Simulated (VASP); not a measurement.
# NaF (Villiaumite) (Fm-3m) in VASP: settings compared

One crystal, NaF (Villiaumite), is run at these levels: PBEsol, PBE+D3(BJ); tasks: relaxation of cell and atoms.

Program: VASP 6.6.1. These are calculated values, not measurements. Logs are shortened: lines on timing, memory, paths and dates and some standing lists are left out, and cuts for length are marked.

## (1) The crystal as given

Symmetry: Fm-3m, No. 225, cubic system. Conventional cell: a = 4.628 Å, b = 4.628 Å, c = 4.628 Å, α = 90.00°, β = 90.00°, γ = 90.00°. Around Na (site symmetry m-3m) lie 6 F at 2.31 Å. Around F (site symmetry m-3m) lie 6 Na at 2.31 Å.

## (2) Relaxation of cell and atoms, PBEsol

The input, INCAR:

```
ALGO = Normal ; EDIFF = 1E-7
EDIFFG = -0.005 ; ENCUT = 600
GGA = PS ; IBRION = 2
ISIF = 3 ; ISMEAR = 0
LASPH = True ; LCHARG = False
LREAL = False ; LWAVE = False
NELM = 80 ; NSW = 90
PREC = Accurate ; SIGMA = 0.03
```

The input, KPOINTS:

```
k-points
0
Gamma
  10 10 10
```

The input, POSCAR:

```
NaF                                     
1.0
   -0.0000000000      2.3140630840      2.3140630840
    2.3140630840      0.0000000000      2.3140630840
    2.3140630840      2.3140630840      0.0000000000
  Na              F             
     1     1
Direct
     0.0000000000000000    0.0000000000000000    0.0000000000000000
     0.5000000000000000    0.5000000000000000    0.5000000000000000
```

Potentials or basis: VASP PAW PBE potentials, release 64 (Na_pv, F).

Command:

```
cat potpaw_PBE.64/Na_pv/POTCAR potpaw_PBE.64/F/POTCAR > POTCAR
mpirun -np 1 vasp_std > vasp.out
```

OUTCAR:

```text
EDIFF = 1E-7
   EDIFFG = -0.005
   ENCUT = 600
   GGA = PS
   IBRION = 2
   ISIF = 3
   ISMEAR = 0
   LASPH = True
   LREAL = False
   NELM = 80
   NSW = 90
   PREC = Accurate

 ion  position               nearest neighbor table
   1  0.000  0.000  0.000-   2 2.31   2 2.31   2 2.31   2 2.31   2 2.31   2 2.31
   2  0.500  0.500  0.500-   1 2.31   1 2.31   1 2.31   1 2.31   1 2.31   1 2.31

  LATTYP: Found a face centered cubic cell.
 ALAT       =     4.6281261680

  Lattice vectors:

 A1 = (   0.0000000000,   2.3140630840,   2.3140630840)
 A2 = (   2.3140630840,   0.0000000000,   2.3140630840)
 A3 = (   2.3140630840,   2.3140630840,   0.0000000000)

Analysis of symmetry for initial positions (statically):
=====================================================================
 Subroutine PRICEL returns:
 Original cell was already a primitive cell.

 Routine SETGRP: Setting up the symmetry group for a
 face centered cubic supercell.

 Subroutine GETGRP returns: Found 48 space group operations
 (whereof 48 operations were pure point group operations)
 out of a pool of 48 trial point group operations.

The static configuration has the point symmetry O_h .

Analysis of symmetry for dynamics (positions and initial velocities):
=====================================================================
 Subroutine PRICEL returns:
 Original cell was already a primitive cell.

 Routine SETGRP: Setting up the symmetry group for a
 face centered cubic supercell.

 Subroutine GETGRP returns: Found 48 space group operations
 (whereof 48 operations were pure point group operations)
 out of a pool of 48 trial point group operations.

The dynamic configuration has the point symmetry O_h .

 Subroutine INISYM returns: Found 48 space group operations
 (whereof 48 operations are pure point group operations),
 and found     1 'primitive' translations

----------------------------------------------------------------------------------------

                                     Primitive cell

  volume of cell :      24.7831

  direct lattice vectors                    reciprocal lattice vectors
     0.000000000  2.314063084  2.314063084    -0.216070168  0.216070168  0.216070168
     2.314063084  0.000000000  2.314063084     0.216070168 -0.216070168  0.216070168
     2.314063084  2.314063084  0.000000000     0.216070168  0.216070168 -0.216070168

  length of vectors
     3.272579398  3.272579398  3.272579398     0.374244509  0.374244509  0.374244509

  position of ions in fractional coordinates (direct lattice)
     0.000000000  0.000000000  0.000000000
     0.500000000  0.500000000  0.500000000

  ion indices of the primitive-cell ions
   primitive index   ion index
                 1           1
                 2           2

----------------------------------------------------------------------------------------

 KPOINTS: k-points

Automatic generation of k-mesh.
 Grid dimensions read from file:
 generate k-points for:   10   10   10

 Generating k-lattice:

  Cartesian coordinates                     Fractional coordinates (reciprocal lattice)
    -0.021607017  0.021607017  0.021607017     0.100000000  0.000000000  0.000000000
     0.021607017 -0.021607017  0.021607017     0.000000000  0.100000000  0.000000000
     0.021607017  0.021607017 -0.021607017     0.000000000  0.000000000  0.100000000

  Length of vectors
     0.037424451  0.037424451  0.037424451

  Shift w.r.t. Gamma in fractional coordinates (k-lattice)
     0.000000000  0.000000000  0.000000000

 Subroutine IBZKPT returns following result:
 ===========================================

 Found     47 irreducible k-points:

 Following reciprocal coordinates:
            Coordinates               Weight
  0.000000  0.000000  0.000000      1.000000
  0.100000  0.000000  0.000000      8.000000
  0.200000  0.000000  0.000000      8.000000
  0.300000  0.000000  0.000000      8.000000
  0.400000  0.000000  0.000000      8.000000
  0.500000  0.000000  0.000000      4.000000
[... 16 lines left out ...]
  0.300000  0.300000  0.000000      6.000000
  0.400000  0.300000  0.000000     24.000000
 [... further k-points ...]
   k-points           NKPTS =     47   k-points in BZ     NKDIM =     47   number of bands    NBANDS=     11
   number of dos      NEDOS =    301   number of ions     NIONS =      2
   total plane-waves  NPLWV =  21952
   dimension x,y,z NGX =    28 NGY =   28 NGZ =   28
   dimension x,y,z NGXF=    56 NGYF=   56 NGZF=   56
   ions per type =               1   1
   NGX,Y,Z   is equivalent  to a cutoff of  14.22, 14.22, 14.22 a.u.
   NGXF,Y,Z  is equivalent  to a cutoff of  28.45, 28.45, 28.45 a.u.
 SYSTEM =  unknown system
   PREC   = accura    normal or accurate (medium, high low for compatibility)
   ISTART =      0    job   : 0-new  1-cont  2-samecut
   ICHARG =      2    charge: 1-file 2-atom 10-const
   ISPIN  =      1    spin polarized calculation?
   LNONCOLLINEAR =      F non collinear calculations
   LSORBIT =      F    spin-orbit coupling
   LASPH  =      T    aspherical Exc in radial PAW
   ENCUT  =  600.0 eV  44.10 Ry    6.64 a.u.   6.54  6.54  6.54*2*pi/ulx,y,z
   NELM   =     80;   NELMIN=  2; NELMDL= -5     # of ELM steps
   EDIFF  = 0.1E-06   stopping-criterion for ELM
   LREAL  =      F    real-space projection
   EDIFFG = -.5E-02   stopping-criterion for IOM
   NSW    =     90    number of steps for IOM
   IBRION =      2    ionic relax: 0-MD 1-quasi-New 2-CG
   NFREE  =      1    steps in history (QN), initial steepest desc. (CG)
   ISIF   =      3    stress and relaxation
   ISYM   =      2    0-nonsym 1-usesym 2-fastsym
   POTIM  = 0.5000    time-step for ionic-motion
   TEBEG  =    0.0;   TEEND  =   0.0 temperature during run
   PSTRESS=    0.0 pullay stress
   NELECT =      14.0000    total number of electrons
   NUPDOWN=      -1.0000    fix difference up-down
   EMIN   =  10.00;   EMAX   =-10.00  energy-range for DOS
   EFERMI =   0.00;   METHOD = LEGACY
   ISMEAR =     0;   SIGMA  =   0.03  broadening in eV -4-tet -1-fermi 0-gaus
   EFERMI_NEDOS =   21; number of points for ismear=-14 and -15
   IALGO  =     38    algorithm
   IMIX   =      4    mixing-type and parameters
     AMIX     =   0.40;   BMIX     =  1.00
     AMIX_MAG =   1.60;   BMIX_MAG =  1.00
  volume/ion in A,a.u.               =      12.39        83.62
  Fermi-wavevector in a.u.,A,eV,Ry     =   1.353315  2.557395 24.918556  1.831462
  Thomas-Fermi vector in A             =   2.480581
   LORBIT       =      0    0 simple, 1 ext, 2 COOP (PROOUT), +10 PAW based schemes
   GGA     = PS    functional components
   LHFCALC =     F    Hartree Fock is set to
   AEXX    =    0.0000 exact exchange contribution
   IVDW    =     0    specifies the selected vdW correction
   LEPSILON=     F    determine dielectric tensor
   LRPA    =     F    only Hartree local field effects (RPA)
 conjugate gradient relaxation of ions
 non-spin polarized calculation
 Gauss-broadening in eV      SIGMA  =   0.03
  energy-cutoff  :      600.00
  volume of cell :       24.78
 maximum number of plane-waves:       869
 NGX is ok and might be reduce to    28
   NGX = 13   NGY = 13   NGZ = 13

 number of electron      14.0000006 magnetization

 Free energy of the ion-electron system (eV)
  ---------------------------------------------------
  ext. energy  EPLUGINS =         0.00000000
  ---------------------------------------------------
  free energy    TOTEN  =        -8.77053378 eV

  energy without entropy =       -8.77053378  energy(sigma->0) =       -8.77053378

 E-fermi :  -1.9312     XC(G=0):  -9.3527

 val. band max:       -2.1631257177   @ k =   0.0000   0.0000   0.0000
 cond. band min:       4.0195925539   @ k =   0.0000   0.0000   0.0000
 fundamental gap:      6.1827182716
 Fermi energy:        -1.9312214084

 k-point     1 :       0.0000    0.0000    0.0000
  band No.  band energies     occupation
      1     -21.2270      2.00000
      2     -20.9188      2.00000
      3     -20.9188      2.00000
      4     -20.9188      2.00000
      5      -2.1631      2.00000
      6      -2.1631      2.00000
      7      -2.1631      2.00000
      8       4.0196      0.00000
      9      16.7093      0.00000
     10      16.7093      0.00000
     11      16.7093      0.00000

 k-point     2 :       0.1000    0.0000    0.0000
  band No.  band energies     occupation
      1     -21.3602      2.00000
      2     -20.9200      2.00000
      3     -20.9200      2.00000
      4     -20.7718      2.00000
      5      -2.3656      2.00000
      6      -2.1885      2.00000
      7      -2.1885      2.00000
      8       4.3816      0.00000
      9      15.3877      0.00000
     10      16.8664      0.00000
     11      16.8664      0.00000

 k-point     3 :       0.2000    0.0000    0.0000
  band No.  band energies     occupation
      1     -21.5500      2.00000
      2     -20.9232      2.00000
      3     -20.9232      2.00000
      4     -20.5459      2.00000
      5      -2.8302      2.00000
      6      -2.2542      2.00000
      7      -2.2542      2.00000
      8       5.3094      0.00000
      9      13.6175      0.00000
     10      17.2616      0.00000
     11      17.2616      0.00000
[... 267 lines left out ...]
 k-point    23 :       0.3000    0.3000    0.0000
  band No.  band energies     occupation
      1     -21.4870      2.00000
      2     -20.9548      2.00000
      3     -20.9548      2.00000
      4     -20.5483      2.00000
      5      -3.2529      2.00000
      6      -2.4429      2.00000
      7      -2.4429      2.00000
      8       7.3020      0.00000
      9      12.0453      0.00000
     10      15.6318      0.00000
     11      17.2702      0.00000

 k-point    24 :       0.4000    0.3000    0.0000
  band No.  band energies     occupation
      1     -21.4584      2.00000
      2     -20.9688      2.00000
      3     -20.9604      2.00000
      4     -20.5591      2.00000
      5      -3.3663      2.00000
      6      -2.5533      2.00000
      7      -2.4957      2.00000
      8       8.3053      0.00000
      9      11.5013      0.00000
     10      14.4983      0.00000
     11      17.3635      0.00000

 [... further k-points ...]

------------------------ aborting loop because EDIFF is reached ----------------------------------------

  FORCE on cell =-STRESS in cart. coord.  units (eV):
  Direction    XX          YY          ZZ          XY          YZ          ZX
  --------------------------------------------------------------------------------------
  -------------------------------------------------------------------------------------
  Total       -0.0093022     -0.0093022     -0.0093022      0.0000000      0.0000000      0.0000000
  in kB       -0.6013659     -0.6013659     -0.6013659      0.0000000      0.0000000      0.0000000
  external PRESSURE =      -0.6013659 kB  Pullay stress =       0.0000000 kB

 VOLUME and BASIS-vectors are now :
 -----------------------------------------------------------------------------
  energy-cutoff  :      600.00
  volume of cell :       24.78
      direct lattice vectors                 reciprocal lattice vectors
     0.000000000  2.314063084  2.314063084    -0.216070168  0.216070168  0.216070168
     2.314063084  0.000000000  2.314063084     0.216070168 -0.216070168  0.216070168
     2.314063084  2.314063084  0.000000000     0.216070168  0.216070168 -0.216070168

 POSITION                                       TOTAL-FORCE (eV/Angst)
 -----------------------------------------------------------------------------------
      0.00000      0.00000      0.00000         0.000000     -0.000000     -0.000000
      2.31406      2.31406      2.31406        -0.000000      0.000000      0.000000
 -----------------------------------------------------------------------------------
    total drift:                                0.000000      0.000000      0.000000

  FREE ENERGIE OF THE ION-ELECTRON SYSTEM (eV)
  ---------------------------------------------------
  free  energy   TOTEN  =        -8.7705337798 eV

  energy  without entropy=       -8.7705337798  energy(sigma->0) =       -8.77053378

 reached required accuracy - stopping structural energy minimisation
```

Run time: 7 s. Hardware: 1 thread of Intel Xeon 6975P-C (Granite Rapids), shared host; peak memory 0.15 GiB.

What came out:

- Free energy: -8.7705 eV
- Pressure after relaxing: -0.1 GPa
- Band gap on the k mesh: 6.18 eV, direct

Final structure:
```xyz
2
Lattice="0.0000 2.3141 2.3141 2.3141 0.0000 2.3141 2.3141 2.3141 0.0000" Properties=species:S:1:pos:R:3 pbc="T T T"
Na    0.0000    0.0000    0.0000
F     2.3141    2.3141    2.3141
```

Caveat: the relaxation stopped at its first step, so nothing moved; the PAW data sets were made with another functional, which shifts forces and pressure a little. A k mesh can miss the band edges.

## (3) Relaxation of cell and atoms, PBE+D3(BJ)

This run uses another cell than the first one, of 12.49 Å³/atom, 1.008 times its volume.

The input, INCAR:

```
SYSTEM = NaF
PREC = Accurate ; ENCUT = 600
EDIFF = 1E-6 ; ISMEAR = 0
SIGMA = 0.03 ; LREAL = .FALSE.
LASPH = .TRUE. ; NELM = 80
ALGO = Normal ; ISIF = 3
LWAVE = .FALSE. ; LCHARG = .FALSE.
GGA = PE ; IVDW = 12
IBRION = 2 ; NSW = 90
EDIFFG = -0.01
```

The input, KPOINTS:

```
Automatic mesh
0
G
  10 10 10
  0 0 0
```

The input, POSCAR:

```
NaF
1.0
    0.0000000000      2.3200000000      2.3200000000
    2.3200000000      0.0000000000      2.3200000000
    2.3200000000      2.3200000000      0.0000000000
Na F
1 1
Direct
    0.0000000000      0.0000000000      0.0000000000
    0.5000000000      0.5000000000      0.5000000000
```

Potentials or basis: VASP PAW PBE potentials, release 64 (Na_pv, F).

Command:

```
cat potpaw_PBE.64/Na_pv/POTCAR potpaw_PBE.64/F/POTCAR > POTCAR
mpirun -np 1 vasp_std > vasp.out
```

It took 18 s on 1 thread of Intel Xeon 6975P-C (Granite Rapids), shared host; peak memory 0.16 GiB.

The run converged. Its results:

```
Free energy                            : -8.9111 eV
Relaxed volume                         : 12.36 Å³/atom
Relaxed cell                           : a = 3.270 Å, b = 3.270 Å, c = 3.270 Å, α = 60.00°, β = 60.00°, γ = 60.00°
Space group after relaxing (to 0.05 Å) : Fm-3m (No. 225)
Energy gained by relaxing              : 0.3 meV/atom
Ionic steps                            : 3
Pressure after relaxing                : -0.1 GPa
Band gap on the k mesh                 : 6.34 eV, direct
Dispersion energy per atom             : -0.175 eV
```

Step by step:
```
step  energy change (eV)  largest force (eV/Å)  pressure (GPa)  volume (Å³)
   1              0.0000                0.0000           -0.59        24.97
   2             -0.0004                0.0000           -0.24        24.81
   3             -0.0005                0.0000           -0.05        24.72
```

Final structure:
```cif
data_structure
_symmetry_space_group_name_H-M 'P 1'
_symmetry_Int_Tables_number 1
_cell_length_a 3.2697
_cell_length_b 3.2697
_cell_length_c 3.2697
_cell_angle_alpha 60.000
_cell_angle_beta 60.000
_cell_angle_gamma 60.000
_cell_volume 24.72
loop_
_atom_site_label
_atom_site_type_symbol
_atom_site_fract_x
_atom_site_fract_y
_atom_site_fract_z
_atom_site_occupancy
Na1 Na 0.00000 0.00000 0.00000 1
F1 F 0.50000 0.50000 0.50000 1
```

Levels at points of the mesh, in eV from the valence-band top:
| k point | band 5 | band 6 | band 7 | band 8 | band 9 | band 10 |
| --- | --- | --- | --- | --- | --- | --- |
| (0.00, 0.00, 0.00) | 0.00 | 0.00 | 0.00 | 6.34 | 19.03 | 19.03 |
| (0.50, 0.00, 0.00) | -1.60 | -0.26 | -0.26 | 10.82 | 12.52 | 20.18 |
| (0.50, 0.50, 0.00) | -1.28 | -0.41 | -0.41 | 13.21 | 13.33 | 13.67 |
